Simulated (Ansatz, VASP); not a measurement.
# Two plane-wave programs on N

Contents of INCAR:

```
SYSTEM = N
PREC     = Accurate       ! precision mode
ENCUT    = 520            ! plane-wave cutoff, eV
EDIFF    = 1E-7           ! SCF threshold, eV
ISMEAR   = 0              ! smearing method
SIGMA    = 0.15           ! smearing width, eV
LREAL    = .False.        ! projectors in reciprocal space
LASPH    = .True.         ! aspherical terms in the spheres
NELM     = 100            ! most SCF steps
ALGO     = Normal         ! electronic algorithm
ISIF     = 2              ! what is computed and relaxed
LWAVE    = .False.        ! write WAVECAR
LCHARG   = .False.        ! write CHGCAR
GGA      = PE             ! functional
IVDW     = 12             ! dispersion correction
NBANDS   = 8              ! bands
```

File KPOINTS:

```
Automatic mesh
0
Gamma
  26 26 26
  0 0 0
```

Contents of POSCAR:

```
N
1.0
    0.0000000000      1.6314990405      1.4761181795
    1.6314990405      0.0000000000      1.4761181795
    1.6314990405      1.6314990405      0.0000000000
N
1
Direct
    0.0000000000      0.0000000000      0.0000000000
```

Input for Ansatz:

```yaml
crystal:
  lattice:
    - [0.0, 1.6314990405, 1.4761181795]
    - [1.6314990405, 0.0, 1.4761181795]
    - [1.6314990405, 1.6314990405, 0.0]
  atoms:
    - { symbol: "N", position: [0.0, 0.0, 0.0] }
basis:
  ecutwfc: 420
kpoints:
  mp_grid: { grid: [26, 26, 26] }
hamiltonian:
  xc: pbe
  dispersion: d3bj
scf:
  occupations: { method: gaussian, width: 0.15 }
output:
  forces: true
  stress: true
  eigenvalues: true
```

Change from the starting cell: strain +0.050 along x and y, -0.050 along z, atoms carried along.

Alike in both runs: task single point; functional PBE; dispersion D3(BJ); k mesh 26 × 26 × 26; occupations gaussian, width 0.15 eV; no spin polarisation.

```csv
,VASP,Ansatz
version,VASP 6.6.1,Ansatz 0.2.0
potentials or method,"VASP PAW PBE potentials, release 64 (N)","scalar-relativistic, plane waves, PAW"
plane-wave cutoff (eV),520,420
valence electrons in the cell,5,5
```

|  | VASP | Ansatz | Ansatz less VASP |
| --- | --- | --- | --- |
| gap on the k mesh at the Fermi level (eV) | none | none | - |
| pressure (GPa) | -10.6 | -10.4 | +0.25 |
| largest component of the traceless stress (GPa) | 16.72 | 16.76 | +0.044 |

A gap of «none» marks a metal or a gap that the smearing closes.

Caveats: pairwise dispersion overbinds metals, which lowers pressure and volume.
